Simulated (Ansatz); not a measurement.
# As under changes of volume

One of the cells (21.530 Å³/atom); the others are scaled copies at fixed shape and fractional positions:

```
CELL_PARAMETERS angstrom
1.88080 1.08588 3.51406
-1.88080 1.08588 3.51406
0.00000 -2.17176 3.51406
ATOMIC_POSITIONS crystal
As 0.22600 0.22600 0.22600
As 0.77400 0.77400 0.77400
```

| Property | Result |
| --- | --- |
| Program | Ansatz 0.2.0 |
| Functional | PBE |
| Potentials or basis | Ansatz PAW earlier set |
| Cutoff | 550 eV (not typed: the program's choice for these potentials) |
| k mesh | 9 × 9 × 9 |
| Occupations | fermi-dirac, width 0.05 eV |
| Spin | no spin polarisation |

```csv
volume (Å³/atom),energy over the lowest point (meV/atom),pressure (GPa),largest force (eV/Å)
20.239,63.94,9.5,0.885
20.669,?,?,?
21.100,23.97,5.5,0.571
21.530,11.66,3.7,0.428
21.961,3.83,2.1,0.294
22.392,0.07,0.7,0.169
22.822,0.00,-0.6,0.051
```

What does the run at 20.669 Å³/atom give?

Energy over the lowest point 41.22 meV/atom; pressure 7.4 GPa; largest force 0.723 eV/Å.

Worked out: A Birch-Murnaghan fit of order 3 (a polynomial in V^(-2/3)) to the other rows has its minimum at 22.61 Å³/atom with B0 = V·E''(V) = 69 GPa and B' = 4.1 at fixed shape and positions, which overstates the stiffness. It gives 41.25 meV/atom at 20.669 Å³/atom, against the run's 41.22, and -dE/dV = 7.4 GPa, against 7.4.

Energies are extrapolated to zero smearing.
